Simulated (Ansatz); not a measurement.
A run on BaS: DFT, PBE, norm-conserving pseudopotentials, Ansatz's default files, scalar-relativistic (Ansatz 0.2.0).

Command: `ansatz run input.yaml --threads 1 --pin off --max-ram 2048MiB --backend cpu --events-out ev --progress --plain --runs-dir out`

```yaml
crystal:
  lattice:
    - [0.0, 3.2143926808, 3.2143926808]
    - [3.2143926808, 0.0, 3.2143926808]
    - [3.2143926808, 3.2143926808, 0.0]
  atoms:
    - { symbol: Ba, position: [0.0, 0.0, 0.0] }
    - { symbol: S, position: [0.5, 0.5, 0.5] }
kpoints:
  mp_grid: { grid: [8, 8, 8] }
scf:
  occupations: { method: fermi_dirac, width: 0.02 }
hamiltonian:
  xc: pbe
  pseudopotentials: { kind: nc }
output:
  forces: true
  stress: true
  eigenvalues: true
  efg: { contact_densities: true }
```

How does the run end?

It is refused before any iteration. The log ends:
```
Error: output.efg without hamiltonian.pseudopotentials.kind: paw|paw_fr|all_electron or hamiltonian.pseudopotentials.kind: all_electron — the all-electron EFG reconstruction needs the PAW one-centre densities; drop the efg request, or set kind: paw (paw_fr under spin-orbit coupling) (under a functional that reads the kinetic-energy density, kind: paw is refused in some combinations and carries risks of its own in the rest: see hamiltonian.xc for the refusals and hamiltonian.pseudopotentials.kind for the risks, both in the input reference; kind: paw is refused beside gw.static_remainder)
```
